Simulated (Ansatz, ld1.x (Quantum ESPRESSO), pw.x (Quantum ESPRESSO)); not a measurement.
**pw.x on sc Mg: one setting changed**

Potential: norm-conserving Troullier–Martins (Kleinman–Bylander form), ld1.x (Quantum ESPRESSO) 7.5, PBE; core [Ne], reference 3s2 3p0; waves: 3s (bound): rc 1.90 bohr; 3p (bound, empty): rc 2.95 bohr; 3d channel at -0.15 Ry: rc 3.20 bohr; local part: all-electron potential smoothed inside 1.90 bohr (lloc = -2); core correction: a·sin(br)/r model core inside 1.75 bohr.

The reference run (k-mesh 11³, cutoffs 50/200 Ry, Fermi–Dirac 0.01 Ry, mixing_beta 0.4, conv_thr 1e-9, no spin) gives -0.33 GPa at 27.792 Å³/atom, where all-electron LAPW gives -0.17 GPa. This run, with its own iteration cap, changes smearing to mv.

```
&control
  calculation='scf', prefix='x', pseudo_dir='./', outdir='./tmp', tstress=.true., disk_io='none'
/
&system
  ibrav=0, nat=1, ntyp=1, ecutwfc=50, ecutrho=200, nbnd=8,
  occupations='smearing', smearing='mv', degauss=0.01
/
&electrons
  conv_thr=1e-09, mixing_beta=0.4, electron_maxstep=50
/
ATOMIC_SPECIES
Mg 1.0 Mg.UPF
CELL_PARAMETERS angstrom
  3.02905110 0.00000000 0.00000000
  0.00000000 3.02905110 0.00000000
  0.00000000 0.00000000 3.02905110
ATOMIC_POSITIONS crystal
Mg 0.0000 0.0000 0.0000
K_POINTS automatic
11 11 11 0 0 0
```

```bash
pw.x < Mg.scf.in > Mg.scf.out
```

Question: How does the run end?

Answer: It converges in 7 iterations; the free energy moves by +13.0 meV/atom and the pressure by -0.02 GPa. This scheme is built to cancel the term in the square of the width that Fermi–Dirac smearing leaves in the F of a metal.

```
Message from routine setup:
     using ibrav=0 with symmetry is DISCOURAGED, use correct ibrav instead
     lattice parameter (alat)  =       5.7241  a.u.
     unit-cell volume          =     187.5497 (a.u.)^3
     number of electrons       =         2.00
     number of Kohn-Sham states=            8
     kinetic-energy cutoff     =      50.0000  Ry
     charge density cutoff     =     200.0000  Ry
     scf convergence threshold =      1.0E-09
     Exchange-correlation= PBE
     number of k points=    56  Marzari-Vanderbilt smearing, width (Ry)=  0.0100
     iteration #  1     ecut=    50.00 Ry     beta= 0.40
     total energy              =      -2.17476908 Ry
     estimated scf accuracy    <       0.00358775 Ry
     iteration #  2     ecut=    50.00 Ry     beta= 0.40
     total energy              =      -2.17443520 Ry
     estimated scf accuracy    <       0.00116570 Ry
     iteration #  3     ecut=    50.00 Ry     beta= 0.40
     total energy              =      -2.17447088 Ry
     estimated scf accuracy    <       0.00000137 Ry
     iteration #  4     ecut=    50.00 Ry     beta= 0.40
     total energy              =      -2.17447099 Ry
     estimated scf accuracy    <       0.00000072 Ry
     iteration #  5     ecut=    50.00 Ry     beta= 0.40
     total energy              =      -2.17447101 Ry
     estimated scf accuracy    <          3.2E-09 Ry
     iteration #  6     ecut=    50.00 Ry     beta= 0.40
     total energy              =      -2.17447101 Ry
     estimated scf accuracy    <          1.0E-09 Ry
     iteration #  7     ecut=    50.00 Ry     beta= 0.40
     the Fermi energy is     2.3797 ev
!    total energy              =      -2.17447101 Ry
     estimated scf accuracy    <          1.3E-11 Ry
     smearing contrib. (-TS)   =       0.00005816 Ry
     The total energy is F=E-TS. E is the sum of the following terms:
     one-electron contribution =       1.09696622 Ry
     hartree contribution      =       0.00538830 Ry
     xc contribution           =      -1.29417277 Ry
     ewald contribution        =      -1.98271093 Ry
     convergence has been achieved in   7 iterations
          total   stress  (Ry/bohr**3)                   (kbar)     P=       -3.55
     Message from routine punch:
     Nothing written, as per user request (disk_io='none')
```

The run took about 3 s on one core of a shared host (Neoverse-V2, 192 threads, 1485 GiB, load 46).
